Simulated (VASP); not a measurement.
CoO:

```
Co O
1.0
     0.00000    2.13150    2.13150
     2.13150    0.00000    2.13150
     2.13150    2.13150    0.00000
Co O
1 1
Direct
  0.00000 0.00000 0.00000
  0.50000 0.50000 0.50000
```

- Program: VASP 6.6.1
- Task: relaxation of cell and atoms
- Functional: SCAN
- Dispersion: MBD-FI
- Potentials or basis: VASP PAW PBE potentials, release 64 (Co, O)
- Cutoff: 600 eV
- k mesh: 8 × 8 × 8
- Occupations: fermi-dirac, width 0.05 eV
- Spin: collinear spin, ferromagnetic start
- Starting moments: [2.0, 0.0] μB

At the start: pressure -10.7 GPa; volume 9.68 Å³/atom.

Problem. How do energy, volume and symmetry change on relaxing?

Solution. Over 4 steps the energy falls by 16.3 meV/atom and the volume is 9.14 Å³/atom (-5.6 %); space group Fm-3m (No. 225, to 0.05 Å); moment 2.90 μB per cell.

The path:
```csv
step,energy change (eV),largest force (eV/Å),pressure (GPa),volume (Å³)
1,0.0000,0.0000,-10.66,19.37
2,-0.0124,0.0000,8.40,17.62
3,-0.0328,0.0000,-1.28,18.39
4,-0.0326,0.0000,-0.09,18.28
```

Final structure:
```xyz
2
Lattice="0.0000 2.0910 2.0910 2.0910 0.0000 2.0910 2.0910 2.0910 0.0000" Properties=species:S:1:pos:R:3 pbc="T T T"
Co    0.0000    2.0910    2.0910
O     2.0910    2.0910    2.0910
```

Caveat: the PAW data sets were made with another functional, which shifts forces and pressure a little; a cell with one magnetic atom can't hold antiferromagnetic order, which such compounds often take.
